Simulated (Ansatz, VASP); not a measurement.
**One calculation of Al2Pt, two programs**

```xyz
3
Lattice="0.0000 2.9731 2.9731 2.9731 0.0000 2.9731 2.9731 2.9731 0.0000" Properties=species:S:1:pos:R:3 pbc="T T T"
Al    1.4865    1.4865    1.4865
Al    4.4596    4.4596    4.4596
Pt    0.0000    0.0000    0.0000
```

Alike in both runs: functional PBE; k mesh 14 × 14 × 14; occupations gaussian, width 0.1 eV; no spin polarisation.

Ansatz relaxed the structure, and its values are those at the end. VASP's run is a single point on that final structure, the one shown.

|  | VASP | Ansatz |
| --- | --- | --- |
| version | VASP 6.6.1 | Ansatz 0.2.0 |
| potentials or method | VASP PAW PBE potentials, release 64 (Al, Pt) | scalar-relativistic, plane waves, PAW |
| plane-wave cutoff (eV) | 520 | 420 |
| valence electrons in the cell | 16 | 24 |

|  | VASP | Ansatz | Ansatz less VASP |
| --- | --- | --- | --- |
| gap on the k mesh at the Fermi level (eV) | none | none | - |
| pressure (GPa) | -0.2 | 0.0 | +0.16 |

A gap of «none» marks a metal or a gap that the smearing closes. The functional is the same, so the differences come from potentials, cutoffs and numerics. The two sets of potentials don't hold the same shells in valence.

Spin-orbit coupling is left out, which matters for the levels of Pt.
